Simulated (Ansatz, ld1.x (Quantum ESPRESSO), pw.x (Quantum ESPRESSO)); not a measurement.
# zirconium (Zr): does the PAW potential hold in the solid?

Zr (Z = 40), PAW, made with ld1.x (Quantum ESPRESSO) 7.5 (LDA (PW92), scalar-relativistic). Core [Kr], reference 4d2 5s1.5 5p0.5. Waves: 5s (bound): rcut 2.95, rcutus 3.30 bohr; 5s channel at 1.2 Ry: rcut 2.95, rcutus 3.30 bohr; 5p (bound): rcut 2.75, rcutus 3.15 bohr; 5p channel at 1.3 Ry: rcut 2.75, rcutus 3.15 bohr; 4d (bound): rcut 1.85, rcutus 2.55 bohr; 4d channel at 0.15 Ry: rcut 1.85, rcutus 2.55 bohr. Local part: all-electron potential smoothed inside 3.20 bohr (lloc = -1). Core correction: none. Augmentation charge: BG, radius 1.50 bohr.

Atomic tests: cutoffs needed: 15 Ry and 18 Ry (the cutoffs (Ry, on a coarse ladder) from which the occupation-weighted sum of valence levels, in a spherical-Bessel basis at the reference potential, stays within 10 and 1 mRy of its value at 400 Ry); ghost test: no extra level below or beside the all-electron valence levels (s, p, d, f tested) (spherical-Bessel basis up to 400 Ry, 20 bohr box); configuration tests: test run stopped at test 5 of 9 (negative rho).

Crystal test: bcc Zr in pw.x 7.5, no spin, 13³ k-points, Fermi–Dirac smearing 0.01 Ry, cutoffs 40/320 Ry. The reference is all-electron LAPW (Ansatz 0.2.0) with the same functional, mesh and smearing; V0 and B0 come from Birch–Murnaghan fits to the pressures at five volumes. Errors are pseudo minus all-electron; Δ is the rms difference of the E(V) curves that follow from these fits, minima aligned, over ±6 % about the mean V0. Mesh and smearing are coarse, so the numbers serve the comparison and aren't converged zero-temperature values; the lattice is a test structure that the element need not adopt.

| V (Å³/atom) | P all-electron (GPa) | P pseudo (GPa) |
| --- | --- | --- |
| 20.279 | 4.95 | 43721.83 |
| 20.812 | 2.12 | 42049.91 |
| 21.346 | -0.43 | 40708.61 |
| 21.880 | -2.72 | 39814.05 |
| 22.413 | -4.78 | 39174.51 |

All-electron: a0 = 3.490 Å (V0 = 21.25 Å³/atom), B0 = 97.9 GPa.

Pseudopotential: converged, but broken (pressure over 100 GPa off). The pressure does not cross zero within the volumes sampled, so no fit is given. The largest radius (3.30 bohr) exceeds half the bond length (2.86 bohr), so the spheres overlap, which is one possible source of error among others. Atomic configuration tests: test run stopped at test 5 of 9 (negative rho). The logarithmic derivative shows an extra or strongly shifted pseudo pole above the reference energy (p near 1.86 Ry). A pressure error of this size marks a broken potential; the numbers have no physical meaning.

Question: At the middle volume, how do free energy and pressure move when the wave cutoff is lowered (ecutrho held at 320 Ry)?

Answer:

```csv
cutoff (Ry),shift of F (meV/atom),shift of P (GPa)
18,+17563.0,-1025.74
24,+6885.8,+189.05
32,+968.2,-65.11
```

The run at the middle volume (84 k-points, 23 iterations) took about 18 s on one core of a shared host (AMD EPYC 9R14, 192 threads, 1480 GiB, load 86).
